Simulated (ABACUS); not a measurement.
# GaP (F-43m) in ABACUS: further runs

The runs below take GaP through single point, with PW91, TPSS, r2SCAN.

Program: ABACUS 3.10.1. These are calculated values, not measurements. Logs are shortened: lines on timing, memory, paths and dates and some standing lists are left out, and cuts for length are marked.

**What was measured.**

From “Stacking defects in GaP nanowires: Electronic structure and optical properties”, 2018, arxiv:1810.01194, for a bulk crystal of GaP at 10 K: band gap 2.34 eV (indirect).

How close the calculation comes is told below.

### Step 1. Starting point

It takes space group F-43m (No. 216, cubic). Conventional cell: a = 5.451 Å, b = 5.451 Å, c = 5.451 Å, α = 90.00°, β = 90.00°, γ = 90.00°. Ga (site symmetry -43m) is surrounded by 4 P at 2.36 Å. P (site symmetry -43m) is surrounded by 4 Ga at 2.36 Å.

### Step 2. Single point, PW91

Contents of run_abacus.py:

```python
"""ABACUS run from a structure file: ASE reads it, the script writes STRU, KPT and INPUT."""
import re
import subprocess
import spglib
from ase import Atoms
from ase.io import read
from ase.units import Bohr

atoms = read("GaP.cif")
cell, frac, numbers = spglib.standardize_cell((atoms.cell[:], atoms.get_scaled_positions(), atoms.numbers), to_primitive=True, symprec=1e-4)
atoms = Atoms(numbers=numbers, cell=cell, scaled_positions=frac, pbc=True)  # the primitive cell
atoms = atoms[(-atoms.numbers).argsort(kind="stable")]  # ABACUS lists atoms element by element
pseudo = {'Ga': 'Ga_ONCV_PBE-1.2.upf', 'P': 'P_ONCV_PBE-1.2.upf'}
orbital = {'Ga': 'Ga_confined-atom_8au_2s2p2d.orb', 'P': 'P_confined-atom_7au_2s2p1d.orb'}
magmoms = None
kmesh = [8, 8, 8]
params = {
    'suffix': 'GaP',
    'calculation': 'scf',
    'basis_type': 'lcao',
    'pseudo_dir': './',
    'orbital_dir': './',
    'symmetry': 1,
    'dft_functional': 'GGA_X_PW91+GGA_C_PW91',
    'ecutwfc': 100,
    'pseudo_rcut': 7,
    'nspin': 1,
    'nbands': 13,
    'ks_solver': 'genelpa',
    'smearing_method': 'fd',
    'smearing_sigma': 0.00367493,
    'scf_thr': 1e-07,
    'scf_nmax': 100,
    'mixing_type': 'broyden',
    'mixing_beta': 0.7,
    'cal_force': 1,
    'cal_stress': 1,
    'out_mul': 1,
}

symbols = atoms.get_chemical_symbols()
elements = list(dict.fromkeys(symbols))
lines = ["ATOMIC_SPECIES"] + [f"{e} {atoms.get_masses()[symbols.index(e)]:.4f} {pseudo[e]}" for e in elements]
if orbital:
    lines += ["", "NUMERICAL_ORBITAL"] + [orbital[e] for e in elements]
lines += ["", "LATTICE_CONSTANT", f"{1 / Bohr:.10f}", "", "LATTICE_VECTORS"]
lines += [" ".join(f"{x:.10f}" for x in v) for v in atoms.cell]
lines += ["", "ATOMIC_POSITIONS", "Direct"]
for e in elements:
    lines += ["", e, "0.0", str(symbols.count(e))]
    for i, p in enumerate(atoms.get_scaled_positions(wrap=False)):
        if symbols[i] == e:
            mag = "" if magmoms is None else " mag " + " ".join(str(x) for x in (magmoms[i] if isinstance(magmoms[i], list) else [magmoms[i]]))
            lines.append(" ".join(f"{x:.10f}" for x in p) + " 1 1 1" + mag)
open("STRU", "w").write("\n".join(lines) + "\n")
open("KPT", "w").write("K_POINTS\n0\nGamma\n%d %d %d 0 0 0\n" % tuple(kmesh))
open("INPUT", "w").write("INPUT_PARAMETERS\n" + "".join(f"{k:<20s}{v}\n" for k, v in params.items()))

done = subprocess.run(['mpirun', '-np', '4', 'abacus'])
if done.returncode:
    raise SystemExit(done.returncode)
log = open("OUT.GaP/running_scf.log").read()
print("final energy (eV):", re.findall(r"FINAL_ETOT_IS (\S+)", log))
```

Contents of GaP.cif:

```cif
data_GaP
_cell_length_a 5.45050000
_cell_length_b 5.45050000
_cell_length_c 5.45050000
_cell_angle_alpha 90.00000000
_cell_angle_beta 90.00000000
_cell_angle_gamma 90.00000000
_space_group_name_H-M_alt 'F-43m'
_space_group_name_Hall 'F -4 2 3'
_space_group_IT_number 216
loop_
_space_group_symop_operation_xyz
'x,y,z'
'y,-x,-z'
'-x,-y,z'
'-y,x,-z'
'x,-y,-z'
'y,x,z'
'-x,y,-z'
'-y,-x,z'
'z,x,y'
'-z,y,-x'
'z,-x,-y'
'-z,-y,x'
'-z,x,-y'
'z,y,x'
'-z,-x,y'
'z,-y,-x'
'y,z,x'
'-x,-z,y'
'-y,z,-x'
'x,-z,-y'
'-y,-z,x'
'x,z,y'
'y,-z,-x'
'-x,z,-y'
'x,y+1/2,z+1/2'
'y,-x+1/2,-z+1/2'
'-x,-y+1/2,z+1/2'
'-y,x+1/2,-z+1/2'
'x,-y+1/2,-z+1/2'
'y,x+1/2,z+1/2'
'-x,y+1/2,-z+1/2'
'-y,-x+1/2,z+1/2'
'z,x+1/2,y+1/2'
'-z,y+1/2,-x+1/2'
'z,-x+1/2,-y+1/2'
'-z,-y+1/2,x+1/2'
'-z,x+1/2,-y+1/2'
'z,y+1/2,x+1/2'
'-z,-x+1/2,y+1/2'
'z,-y+1/2,-x+1/2'
'y,z+1/2,x+1/2'
'-x,-z+1/2,y+1/2'
'-y,z+1/2,-x+1/2'
'x,-z+1/2,-y+1/2'
'-y,-z+1/2,x+1/2'
'x,z+1/2,y+1/2'
'y,-z+1/2,-x+1/2'
'-x,z+1/2,-y+1/2'
'x+1/2,y,z+1/2'
'y+1/2,-x,-z+1/2'
'-x+1/2,-y,z+1/2'
'-y+1/2,x,-z+1/2'
'x+1/2,-y,-z+1/2'
'y+1/2,x,z+1/2'
'-x+1/2,y,-z+1/2'
'-y+1/2,-x,z+1/2'
'z+1/2,x,y+1/2'
'-z+1/2,y,-x+1/2'
'z+1/2,-x,-y+1/2'
'-z+1/2,-y,x+1/2'
'-z+1/2,x,-y+1/2'
'z+1/2,y,x+1/2'
'-z+1/2,-x,y+1/2'
'z+1/2,-y,-x+1/2'
'y+1/2,z,x+1/2'
'-x+1/2,-z,y+1/2'
'-y+1/2,z,-x+1/2'
'x+1/2,-z,-y+1/2'
'-y+1/2,-z,x+1/2'
'x+1/2,z,y+1/2'
'y+1/2,-z,-x+1/2'
'-x+1/2,z,-y+1/2'
'x+1/2,y+1/2,z'
'y+1/2,-x+1/2,-z'
'-x+1/2,-y+1/2,z'
'-y+1/2,x+1/2,-z'
'x+1/2,-y+1/2,-z'
'y+1/2,x+1/2,z'
'-x+1/2,y+1/2,-z'
'-y+1/2,-x+1/2,z'
'z+1/2,x+1/2,y'
'-z+1/2,y+1/2,-x'
'z+1/2,-x+1/2,-y'
'-z+1/2,-y+1/2,x'
'-z+1/2,x+1/2,-y'
'z+1/2,y+1/2,x'
'-z+1/2,-x+1/2,y'
'z+1/2,-y+1/2,-x'
'y+1/2,z+1/2,x'
'-x+1/2,-z+1/2,y'
'-y+1/2,z+1/2,-x'
'x+1/2,-z+1/2,-y'
'-y+1/2,-z+1/2,x'
'x+1/2,z+1/2,y'
'y+1/2,-z+1/2,-x'
'-x+1/2,z+1/2,-y'
loop_
_atom_site_label
_atom_site_type_symbol
_atom_site_symmetry_multiplicity
_atom_site_Wyckoff_symbol
_atom_site_fract_x
_atom_site_fract_y
_atom_site_fract_z
_atom_site_occupancy
Ga1 Ga 4 a 0.0000000000 0.0000000000 0.0000000000 1
P1 P 4 c 0.2500000000 0.2500000000 0.2500000000 1
```

Potentials or basis: SG15 ONCV 1.2 PBE, DZP LCAO (the cutoffs set its grid).

Started as:

```
$ OMP_NUM_THREADS=1 python run_abacus.py > log
```

running log:

```text
ABACUS v3.10.1

               Atomic-orbital Based Ab-initio Computation at UStc

 ------------------------------------------------------------------------------------

 READING GENERAL INFORMATION
                           global_out_dir = OUT.GaP/
                           global_in_card = INPUT
                               pseudo_dir = ./
                              orbital_dir = ./
                                    DSIZE = 4
                                    GSIZE = 1

 READING UNITCELL INFORMATION
                                    ntype = 2
                  lattice constant (Bohr) = 1.88973
              lattice constant (Angstrom) = 1

 READING ATOM TYPE 1
                               atom label = Ga
                      L=0, number of zeta = 2
                      L=1, number of zeta = 2
                      L=2, number of zeta = 2
             number of atom for this type = 1

 READING ATOM TYPE 2
                               atom label = P
                      L=0, number of zeta = 2
                      L=1, number of zeta = 2
                      L=2, number of zeta = 1
             number of atom for this type = 1

                        TOTAL ATOM NUMBER = 2
DIRECT COORDINATES
    atom                   x                   y                   z     mag                  vx                  vy                  vz
taud_Ga1            0.0000000000        0.0000000000        0.0000000000  0.0000        0.0000000000        0.0000000000        0.0000000000
taud_P1            0.2500000000        0.2500000000        0.2500000000  0.0000        0.0000000000        0.0000000000        0.0000000000

                          Volume (Bohr^3) = 273.178
                             Volume (A^3) = 40.4807

 Lattice vectors: (Cartesian coordinate: in unit of a_0)
                   +0            +2.72525            +2.72525
             +2.72525                  +0            +2.72525
             +2.72525            +2.72525                  +0
 Reciprocal vectors: (Cartesian coordinate: in unit of 2 pi/a_0)
            -0.183469           +0.183469           +0.183469
            +0.183469           -0.183469           +0.183469
            +0.183469           +0.183469           -0.183469
 The esolver type has been set to : ksdft_lcao

                PAO radial cut off (Bohr) = 7

 Read in pseudopotential file is Ga_ONCV_PBE-1.2.upf
                     pseudopotential type = NC
          exchange-correlation functional = PBE
                 nonlocal core correction = 0
                        valence electrons = 13
                                     lmax = 2
                           number of zeta = 0
                     number of projectors = 6
                           L of projector = 0
                           L of projector = 0
                           L of projector = 1
                           L of projector = 1
                           L of projector = 2
                           L of projector = 2
 XC functional updated to : GGA_X_PW91+GGA_C_PW91
          exchange-correlation functional = GGA_X_PW91+GGA_C_PW91
                PAO radial cut off (Bohr) = 7

 Read in pseudopotential file is P_ONCV_PBE-1.2.upf
[... 187 lines left out ...]

 -------------------------------------------
 SELF-CONSISTENT
 -------------------------------------------

 SETUP SEARCHING RADIUS FOR PROGRAM TO SEARCH ADJACENT ATOMS
                  longest orb rcut (Bohr) = 8
   longest nonlocal projector rcut (Bohr) = 2.64
                     search radius (Bohr) = 21.3
              searching radius is (Bohr)) = 21.3
         searching radius unit is (Bohr)) = 1.89
                         PeriodicBoundary = 1
                        Radius(unit:lat0) = 11.3
                                   glayer = [ 5, 5, 5 ]
                             glayer_minus = [ 4, 4, 4 ]

Find the coordinate range of the input atom(unit:lat0).
                                  min_tau = [ -21.8, -21.8, -21.8 ]
                                  max_tau = [ 23.2, 23.2, 23.2 ]
                                BoxNumber = [ 9, 9, 9 ]

 SETUP EXTENDED REAL SPACE GRID FOR GRID INTEGRATION
                          real space grid = [ 48, 48, 48 ]
                 big cell numbers in grid = [ 12, 12, 12 ]
             meshcell numbers in big cell = [ 4, 4, 4 ]
                        extended fft grid = [ 17, 17, 17 ]
                dimension of extened grid = [ 47, 47, 47 ]
                            UnitCellTotal = 125
              Atom number in sub-FFT-grid = 2
    Local orbitals number in sub-FFT-grid = 31
                                ParaV.nnr = 20836
                                 init_chg = atomic

 LCAO ALGORITHM --------------- ION=   1  ELEC=   1--------------------------------

 Density error is 0.0691920593796
----------------------------------------------------------
     Energy           Rydberg                 eV
----------------------------------------------------------
 E_KohnSham     -144.6101842746      -1967.5224949642
 E_Harris       -146.4508710122      -1992.5663228284
 E_Fermi        0.5962205328         8.1119965111
----------------------------------------------------------
[... 80 lines left out ...]
 Density error is 1.24948361043e-08
----------------------------------------------------------
     Energy           Rydberg                 eV
----------------------------------------------------------
 E_KohnSham     -144.6320794390      -1967.8203939597
 E_KS(sigma->0) -144.6320794390      -1967.8203939584
 E_Harris       -144.6320794359      -1967.8203939165
 E_band         -3.6734147215        -49.9793713294
 E_one_elec     -77.4933426632       -1054.3510172863
 E_Hartree      50.8916829329        692.4168686973
 E_xc           -21.5527958817       -293.2408318227
 E_Ewald        -96.4776238268       -1312.6454135455
 E_entropy(-TS) -0.0000000002        -0.0000000026
 E_descf        0.0000000000         0.0000000000
 E_exx          0.0000000000         0.0000000000
 E_Fermi        0.6194559509         8.4281305917
----------------------------------------------------------

 charge density convergence is achieved
 final etot is -1967.820394 eV
 EFERMI = 8.4281305917 eV

 STATE ENERGY(eV) AND OCCUPATIONS    NSPIN == 1
 1/29 kpoint (Cartesian) = 0.0000 0.0000 0.0000 (1158 pws)
       1       -7.04587     0.00390625
       2       -7.04587     0.00390625
       3       -7.04587     0.00390625
       4       -6.94277     0.00390625
       5       -6.94277     0.00390625
       6       -4.83574     0.00390625
       7        7.62899     0.00390625
       8        7.62899     0.00390625
       9        7.62899     0.00390625
      10        9.59339    2.95399e-13
      11        11.5246    4.97041e-30
      12        11.5246    4.97041e-30
      13        11.5246    4.97041e-30
[... 61 lines left out ...]
 6/29 kpoint (Cartesian) = 0.0000 0.0000 0.045867 (1158 pws)
       1       -7.06655      0.0234375
       2       -7.03668      0.0234375
       3       -7.03668      0.0234375
       4       -6.94677      0.0234375
       5       -6.93934      0.0234375
       6       -4.57849      0.0234375
       7        6.06904      0.0234375
       8        6.98090      0.0234375
       9        6.98090      0.0234375
      10        10.6596    9.72017e-22
      11        11.2649    5.37256e-27
      12        12.4874    1.29375e-37
      13        12.4874    1.29375e-37

[... levels at 23 further k points ...]

 correction force for each atom along direction 1 is 0.00863939
 correction force for each atom along direction 2 is 0.00987294
 correction force for each atom along direction 3 is 0.0251323
------------------------------------------------------------------------------------------
 TOTAL-FORCE (eV/Angstrom)
------------------------------------------------------------------------------------------
                       Ga1         0.0000000000         0.0000000000         0.0000000000
                        P1         0.0000000000         0.0000000000         0.0000000000
------------------------------------------------------------------------------------------

----------------------------------------------------------------
 TOTAL-STRESS (KBAR)
----------------------------------------------------------------
        39.2710915537         0.0000000000         0.0000000000
         0.0000000000        39.2710915537         0.0000000000
         0.0000000000        -0.0000000000        39.2710915537
----------------------------------------------------------------
 TOTAL-PRESSURE: 39.271092 KBAR

 --------------------------------------------
 !FINAL_ETOT_IS -1967.8203939597042336 eV
 --------------------------------------------
```

Run time: 3.2 s. Hardware: 4 MPI ranks of Intel Xeon 6975P-C (Granite Rapids), shared host; peak memory 0.44 GiB.

Results:

```yaml
Free_energy: -1967.8204 eV
Pressure: 3.9 GPa
Band_gap_on_the_k_mesh: 1.66 eV, indirect (least direct gap 1.96 eV)
Mulliken_charges: Ga -0.27; P +0.27 e
```

Caveat: the atomic orbitals were generated for these runs and aren't a published set; Mulliken charges move with the basis; the potentials were made for another functional, which shifts forces and pressure; the basis of atomic orbitals isn't converged, which shifts pressures, moduli and gaps.

(Continued in part 2 of 2.)
